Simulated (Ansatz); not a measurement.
# Au: the cost of one run

Computed with Ansatz 0.2.0 (DFT PBE+D3(BJ), scalar-relativistic, plane waves, PAW, unless a step's input says otherwise).

2 further runs of the same task are left out: 2 set aside as unsound or not needed.

**1. Starting point**

Symmetry: P6_3/mmc, No. 194, hexagonal system. The conventional cell has a = 3.352 Å, b = 3.352 Å, c = 5.286 Å, α = 90.00°, β = 90.00°, γ = 120.00°. Hg (site symmetry -6m2) is surrounded by 12 Hg at 3.28 to 3.35 Å.

Structure file:

```xyz
2
Lattice="3.3522 0.0000 0.0000 -1.6761 2.9031 0.0000 0.0000 0.0000 5.2862" Properties=species:S:1:pos:R:3 pbc="T T T"
Hg    1.6761    0.9677    3.9646
Hg    0.0000    1.9354    1.3215
```

It goes back to an entry of the Materials Project, which need not be the stable form.

It is the result of an earlier relaxation at this level (volume 25.72 Å³/atom; gap on the mesh: none (metal)).

**2. Swap Hg → Au**

The start of Au: fractional positions of relaxed Hg, cell scaled by 1.020, a guess from tabulated radii.

**3. A first look at the start (Au)**

Contents of input.yaml:

```yaml
crystal:
  lattice:
    - [3.4203654248, 0.0, 0.0]
    - [-1.7101827124, 2.9621233481, 0.0]
    - [0.0, 0.0, 5.3936465505]
  atoms:
    - { symbol: Au, position: [0.6666666667, 0.3333333333, 0.75] }
    - { symbol: Au, position: [0.3333333333, 0.6666666667, 0.25] }
basis:
  ecutwfc: 420
kpoints:
  mp_grid: { grid: [6, 6, 4] }
hamiltonian:
  xc: pbe
  dispersion: d3bj
scf:
  occupations: { method: gaussian, width: 0.1 }
output:
  forces: true
  stress: true
  eigenvalues: true
```

What time and memory should one allow on 1 thread of an Arm CPU, shared host?

About 2.1 s, with a peak of 0.29 GiB.
